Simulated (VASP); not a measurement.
# AlN (P6_3mc) in VASP: further runs

The runs below take AlN through relaxation of cell and atoms, with PBE.

Everything below comes from runs of VASP 6.6.1. Logs are shortened: lines on timing, memory, paths and dates and some standing lists are left out, and cuts for length are marked.

### Step 1. The structure

Symmetry: P6_3mc, No. 186, hexagonal system. Conventional cell: a = 3.113 Å, b = 3.113 Å, c = 4.981 Å, α = 90.00°, β = 90.00°, γ = 120.00°. Al (site symmetry 3m) has 4 N at 1.89 Å as nearest neighbours. Around N (site symmetry 3m) lie 4 Al at 1.89 Å.

### Step 2. Relaxation of cell and atoms, PBE

File INCAR:

```
ALGO = Normal ; EDIFF = 1E-6
EDIFFG = -0.01 ; ENCUT = 600
GGA = PE ; IBRION = 2
ISIF = 3 ; ISMEAR = 0
KPAR = 2 ; LASPH = T
LCHARG = F ; LREAL = F
LWAVE = F ; NELM = 80
NSW = 90 ; PREC = Accurate
SIGMA = 0.03
```

File KPOINTS:

```
k-points
0
Gamma
  12 12 6
```

File POSCAR:

```
AlN
1.0
    3.1130000000      0.0000000000      0.0000000000
   -1.5565000000      2.6959370800      0.0000000000
    0.0000000000      0.0000000000      4.9810000000
Al N
2 2
Direct
    0.3333333300      0.6666666700      0.0000000000
    0.6666666700      0.3333333300      0.5000000000
    0.3333333300      0.6666666700      0.3800000000
    0.6666666700      0.3333333300      0.8800000000
```

Potentials or basis: VASP PAW PBE potentials, release 64 (Al, N).

Started as:

```sh
$ cat potpaw_PBE.64/Al/POTCAR potpaw_PBE.64/N/POTCAR > POTCAR
$ mpirun -np 2 vasp_std > vasp.out
```

OUTCAR:

```text
EDIFF = 1E-6
   EDIFFG = -0.01
   ENCUT = 600
   GGA = PE
   IBRION = 2
   ISIF = 3
   ISMEAR = 0
   LASPH = T
   LREAL = F
   NELM = 80
   NSW = 90
   PREC = Accurate

 ion  position               nearest neighbor table
   1  0.333  0.667  0.000-   3 1.89   4 1.89   4 1.89   4 1.89   2 3.07   2 3.07   2 3.07   2 3.07
                             2 3.07   2 3.07
   2  0.667  0.333  0.500-   4 1.89   3 1.89   3 1.89   3 1.89   1 3.07   1 3.07   1 3.07   1 3.07
                             1 3.07   1 3.07
   3  0.333  0.667  0.380-   1 1.89   2 1.89   2 1.89   2 1.89
   4  0.667  0.333  0.880-   2 1.89   1 1.89   1 1.89   1 1.89

  LATTYP: Found a hexagonal cell.
 ALAT       =     3.1130000000
 C/A-ratio  =     1.6000642467

  Lattice vectors:

 A1 = (   3.1130000000,   0.0000000000,   0.0000000000)
 A2 = (  -1.5565000000,   2.6959370800,   0.0000000000)
 A3 = (   0.0000000000,   0.0000000000,   4.9810000000)

Analysis of symmetry for initial positions (statically):
=====================================================================
 Subroutine PRICEL returns:
 Original cell was already a primitive cell.

 Routine SETGRP: Setting up the symmetry group for a
 hexagonal supercell.

 Subroutine GETGRP returns: Found 12 space group operations
 (whereof  6 operations were pure point group operations)
 out of a pool of 24 trial point group operations.

The static configuration has the point symmetry C_3v.
 The point group associated with its full space group is C_6v.

Analysis of symmetry for dynamics (positions and initial velocities):
=====================================================================
 Subroutine PRICEL returns:
 Original cell was already a primitive cell.

 Routine SETGRP: Setting up the symmetry group for a
 hexagonal supercell.

 Subroutine GETGRP returns: Found 12 space group operations
 (whereof  6 operations were pure point group operations)
 out of a pool of 24 trial point group operations.

The dynamic configuration has the point symmetry C_3v.
 The point group associated with its full space group is C_6v.

 Subroutine INISYM returns: Found 12 space group operations
 (whereof  6 operations are pure point group operations),
 and found     1 'primitive' translations

----------------------------------------------------------------------------------------

                                     Primitive cell

  volume of cell :      41.8028

  direct lattice vectors                    reciprocal lattice vectors
     3.113000000  0.000000000  0.000000000     0.321233537  0.185464269  0.000000000
    -1.556500000  2.695937080  0.000000000     0.000000000  0.370928538  0.000000000
     0.000000000  0.000000000  4.981000000     0.000000000  0.000000000  0.200762899

  length of vectors
     3.113000000  3.112999998  4.981000000     0.370928538  0.370928538  0.200762899

  position of ions in fractional coordinates (direct lattice)
     0.333333330  0.666666670  0.000000000
     0.666666670  0.333333330  0.500000000
     0.333333330  0.666666670  0.380000000
     0.666666670  0.333333330  0.880000000

  ion indices of the primitive-cell ions
   primitive index   ion index
                 1           1
                 2           2
                 3           3
                 4           4

----------------------------------------------------------------------------------------

 KPOINTS: k-points

Automatic generation of k-mesh.
 Grid dimensions read from file:
 generate k-points for:   12   12    6

 Generating k-lattice:

  Cartesian coordinates                     Fractional coordinates (reciprocal lattice)
     0.026769461  0.015455356  0.000000000     0.083333333 -0.000000000  0.000000000
     0.000000000  0.030910712  0.000000000     0.000000000  0.083333333  0.000000000
     0.000000000  0.000000000  0.033460483     0.000000000  0.000000000  0.166666667

  Length of vectors
     0.030910711  0.030910712  0.033460483

  Shift w.r.t. Gamma in fractional coordinates (k-lattice)
     0.000000000  0.000000000  0.000000000

 Subroutine IBZKPT returns following result:
 ===========================================

 Found     76 irreducible k-points:

 Following reciprocal coordinates:
            Coordinates               Weight
  0.000000  0.000000  0.000000      1.000000
  0.083333  0.000000  0.000000      6.000000
  0.166667  0.000000  0.000000      6.000000
  0.250000  0.000000  0.000000      6.000000
  0.333333  0.000000  0.000000      6.000000
  0.416667  0.000000  0.000000      6.000000
[... 16 lines left out ...]
  0.250000  0.000000  0.166667     12.000000
  0.333333  0.000000  0.166667     12.000000
 [... further k-points ...]
   k-points           NKPTS =     76   k-points in BZ     NKDIM =     76   number of bands    NBANDS=     12
   number of dos      NEDOS =    301   number of ions     NIONS =      4
   total plane-waves  NPLWV =  31360
   dimension x,y,z NGX =    28 NGY =   28 NGZ =   40
   dimension x,y,z NGXF=    56 NGYF=   56 NGZF=   80
   ions per type =               2   2
   NGX,Y,Z   is equivalent  to a cutoff of  14.95, 14.95, 13.35 a.u.
   NGXF,Y,Z  is equivalent  to a cutoff of  29.91, 29.91, 26.70 a.u.
 SYSTEM =  unknown system
   PREC   = accura    normal or accurate (medium, high low for compatibility)
   ISTART =      0    job   : 0-new  1-cont  2-samecut
   ICHARG =      2    charge: 1-file 2-atom 10-const
   ISPIN  =      1    spin polarized calculation?
   LNONCOLLINEAR =      F non collinear calculations
   LSORBIT =      F    spin-orbit coupling
   LASPH  =      T    aspherical Exc in radial PAW
   ENCUT  =  600.0 eV  44.10 Ry    6.64 a.u.   6.22  6.22  9.95*2*pi/ulx,y,z
   NELM   =     80;   NELMIN=  2; NELMDL= -5     # of ELM steps
   EDIFF  = 0.1E-05   stopping-criterion for ELM
   LREAL  =      F    real-space projection
   EDIFFG = -.1E-01   stopping-criterion for IOM
   NSW    =     90    number of steps for IOM
   IBRION =      2    ionic relax: 0-MD 1-quasi-New 2-CG
   NFREE  =      1    steps in history (QN), initial steepest desc. (CG)
   ISIF   =      3    stress and relaxation
   ISYM   =      2    0-nonsym 1-usesym 2-fastsym
   POTIM  = 0.5000    time-step for ionic-motion
   TEBEG  =    0.0;   TEEND  =   0.0 temperature during run
   PSTRESS=    0.0 pullay stress
   NELECT =      16.0000    total number of electrons
   NUPDOWN=      -1.0000    fix difference up-down
   EMIN   =  10.00;   EMAX   =-10.00  energy-range for DOS
   EFERMI =   0.00;   METHOD = LEGACY
   ISMEAR =     0;   SIGMA  =   0.03  broadening in eV -4-tet -1-fermi 0-gaus
   EFERMI_NEDOS =   21; number of points for ismear=-14 and -15
   IALGO  =     38    algorithm
   IMIX   =      4    mixing-type and parameters
     AMIX     =   0.40;   BMIX     =  1.00
     AMIX_MAG =   1.60;   BMIX_MAG =  1.00
  volume/ion in A,a.u.               =      10.45        70.52
  Fermi-wavevector in a.u.,A,eV,Ry     =   1.188629  2.246183 19.222843  1.412839
  Thomas-Fermi vector in A             =   2.324754
   LORBIT       =      0    0 simple, 1 ext, 2 COOP (PROOUT), +10 PAW based schemes
   GGA     = PE    functional components
   LHFCALC =     F    Hartree Fock is set to
   AEXX    =    0.0000 exact exchange contribution
   IVDW    =     0    specifies the selected vdW correction
   LEPSILON=     F    determine dielectric tensor
   LRPA    =     F    only Hartree local field effects (RPA)
 conjugate gradient relaxation of ions
 non-spin polarized calculation
 Gauss-broadening in eV      SIGMA  =   0.03
  energy-cutoff  :      600.00
  volume of cell :       41.80
 maximum number of plane-waves:      1412
 NGX is ok and might be reduce to    28
   NGX = 13   NGY = 13   NGZ = 19

--------------------------------------- Ionic step        1  -------------------------------------------

 number of electron      16.0000000 magnetization

 Free energy of the ion-electron system (eV)
  ---------------------------------------------------
  ext. energy  EPLUGINS =         0.00000000
  ---------------------------------------------------
  free energy    TOTEN  =       -29.77433057 eV

  energy without entropy =      -29.77433057  energy(sigma->0) =      -29.77433057

------------------------ aborting loop because EDIFF is reached ----------------------------------------

  FORCE on cell =-STRESS in cart. coord.  units (eV):
  Direction    XX          YY          ZZ          XY          YZ          ZX
  --------------------------------------------------------------------------------------
  -------------------------------------------------------------------------------------
  Total        0.7297040      0.7297040      1.1617999      0.0000000      0.0000000     -0.0000000
  in kB       27.9673882     27.9673882     44.5283406      0.0000000      0.0000000     -0.0000000
  external PRESSURE =      33.4877056 kB  Pullay stress =       0.0000000 kB
[... 61 lines left out ...]
  energy  without entropy=      -29.7760738819  energy(sigma->0) =      -29.77607388

--------------------------------------- Ionic step        3  -------------------------------------------

 number of electron      15.9999999 magnetization

 Free energy of the ion-electron system (eV)
  ---------------------------------------------------
  ext. energy  EPLUGINS =         0.00000000
  ---------------------------------------------------
  free energy    TOTEN  =       -29.78264085 eV

  energy without entropy =      -29.78264085  energy(sigma->0) =      -29.78264085

 E-fermi :   6.1764     XC(G=0): -10.8355

 val. band max:        5.9763197534   @ k =   0.0000   0.0000   0.0000
 cond. band min:      10.0414951774   @ k =   0.0000   0.0000   0.0000
 fundamental gap:      4.0651754240
 Fermi energy:         6.1764166615

 k-point     1 :       0.0000    0.0000    0.0000
  band No.  band energies     occupation
      1      -9.0972      2.00000
      2      -7.0120      2.00000
      3       0.0645      2.00000
      4       5.1407      2.00000
      5       5.1407      2.00000
      6       5.7815      2.00000
      7       5.7815      2.00000
      8       5.9763      2.00000
      9      10.0415      0.00000
     10      12.5146      0.00000
     11      16.4474      0.00000
     12      17.0311      0.00000
[... 331 lines left out ...]
 k-point    24 :       0.3333    0.0000    0.1667
  band No.  band energies     occupation
      1      -7.8018      2.00000
      2      -6.6084      2.00000
      3       1.1357      2.00000
      4       2.0826      2.00000
      5       2.6843      2.00000
      6       4.2440      2.00000
      7       5.1987      2.00000
      8       5.3368      2.00000
      9      11.7675      0.00000
     10      12.5857      0.00000
     11      14.3396      0.00000
     12      16.0287      0.00000

 [... further k-points ...]

------------------------ aborting loop because EDIFF is reached ----------------------------------------

  FORCE on cell =-STRESS in cart. coord.  units (eV):
  Direction    XX          YY          ZZ          XY          YZ          ZX
  --------------------------------------------------------------------------------------
  -------------------------------------------------------------------------------------
  Total        0.0186784      0.0186784     -0.0196717      0.0000000      0.0000000     -0.0000000
  in kB        0.7041706      0.7041706     -0.7416167      0.0000000      0.0000000     -0.0000000
  external PRESSURE =       0.2222415 kB  Pullay stress =       0.0000000 kB
[... 19 lines left out ...]
  FREE ENERGIE OF THE ION-ELECTRON SYSTEM (eV)
  ---------------------------------------------------
  free  energy   TOTEN  =       -29.7826408514 eV

  energy  without entropy=      -29.7826408514  energy(sigma->0) =      -29.78264085

 reached required accuracy - stopping structural energy minimisation
```

It took 21 s on 2 MPI ranks of Intel Xeon 6975P-C (Granite Rapids), shared host; peak memory 0.18 GiB.

Results:

```
Free energy                            : -29.7826 eV
Relaxed volume                         : 10.62 Å³/atom
Relaxed cell                           : a = 3.127 Å, b = 3.127 Å, c = 5.018 Å, α = 90.00°, β = 90.00°, γ = 120.00°
Space group after relaxing (to 0.05 Å) : P6_3mc (No. 186)
Energy gained by relaxing              : 2.1 meV/atom
Ionic steps                            : 3
Pressure after relaxing                : 0.0 GPa
Largest force after relaxing           : 0.004 eV/Å
Band gap on the k mesh                 : 4.07 eV, direct
```

Forces on the atoms (eV/Å):
```
Al   0.000  0.000 -0.004
Al   0.000  0.000 -0.004
N    0.000  0.000  0.004
N    0.000  0.000  0.004
```

The path:
```tsv
step	energy change (eV)	largest force (eV/Å)	pressure (GPa)	volume (Å³)
1	0.0000	0.1289	3.35	41.80
2	-0.0017	0.0910	-2.80	43.14
3	-0.0083	0.0042	0.02	42.50
```

Final structure:
```
Al N
1.0
     3.12734    0.00000    0.00000
    -1.56367    2.70836    0.00000
     0.00000    0.00000    5.01754
Al N
2 2
Direct
  0.33333 0.66667 0.99934
  0.66667 0.33333 0.49934
  0.33333 0.66667 0.38066
  0.66667 0.33333 0.88066
```

A k mesh can miss the band edges. PBE usually gives volumes a little too large and moduli too small.

### Step 3. Relaxation of cell and atoms, PBE

This run uses another cell than the first one, of 10.62 Å³/atom, 1.017 times its volume.

INCAR, as its differences from that of step 2:

```diff
@@ -1,3 +1,3 @@
-ALGO = Normal ; EDIFF = 1E-6
-EDIFFG = -0.01 ; ENCUT = 600
+ALGO = Normal ; EDIFF = 1E-7
+EDIFFG = -0.005 ; ENCUT = 600
 GGA = PE ; IBRION = 2
```

KPOINTS is that of step 2.

File POSCAR:

```
AlN                                     
1.0
    3.1273442140      0.0000000000     -0.0000000000
   -1.5636721070      2.7083595337      0.0000000000
    0.0000000000      0.0000000000      5.0175425438
  Al              N             
     2     2
Direct
     0.3333333300000021    0.6666666699999979    0.9993379583183640
     0.6666666699999979    0.3333333300000021    0.4993379583183640
     0.3333333300000021    0.6666666699999979    0.3806620416816386
     0.6666666699999979    0.3333333300000021    0.8806620416816385
```

Potentials or basis: VASP PAW PBE potentials, release 64 (Al, N).

Started as:

```sh
$ cat potpaw_PBE.64/Al/POTCAR potpaw_PBE.64/N/POTCAR > POTCAR
$ mpirun -np 2 vasp_std > vasp.out
```

Wall time 14 s (2 MPI ranks of Intel Xeon 6975P-C (Granite Rapids), shared host); peak memory 0.19 GiB.

The run converged. Its results:

```
Free energy                  : -29.7835 eV
Energy gained by relaxing    : 0.0 meV/atom
Ionic steps                  : 2
Pressure after relaxing      : 0.0 GPa
Largest force after relaxing : 0.005 eV/Å
Band gap on the k mesh       : 4.06 eV, direct
```

Forces in eV/Å, atoms in the order of the input:
```
Al   0.000  0.000 -0.005
Al   0.000  0.000 -0.005
N    0.000  0.000  0.005
N    0.000  0.000  0.005
```

Final structure:
```xyz
4
Lattice="3.1279 0.0000 0.0000 -1.5639 2.7088 0.0000 0.0000 0.0000 5.0159" Properties=species:S:1:pos:R:3 pbc="T T T"
Al    0.0000    1.8059    5.0124
Al    1.5639    0.9029    2.5044
N     0.0000    1.8059    1.9096
N     1.5639    0.9029    4.4175
```

Levels at points of the mesh, in eV from the valence-band top:
```tsv
k point	band 4	band 5	band 6	band 7	band 8	band 9	band 10	band 11	band 12
(0.00, 0.00, 0.00)	-0.84	-0.84	-0.20	-0.20	0.00	4.06	6.53	10.47	11.05
(0.50, 0.00, 0.00)	-4.12	-3.30	-2.05	-1.74	-0.68	5.77	5.77	8.04	10.16
(0.00, 0.00, 0.50)	-3.30	-0.53	-0.53	-0.53	-0.53	6.33	6.33	10.18	10.18
(0.50, 0.00, 0.50)	-5.53	-1.44	-1.44	-1.35	-1.35	5.25	5.25	9.16	9.16
```
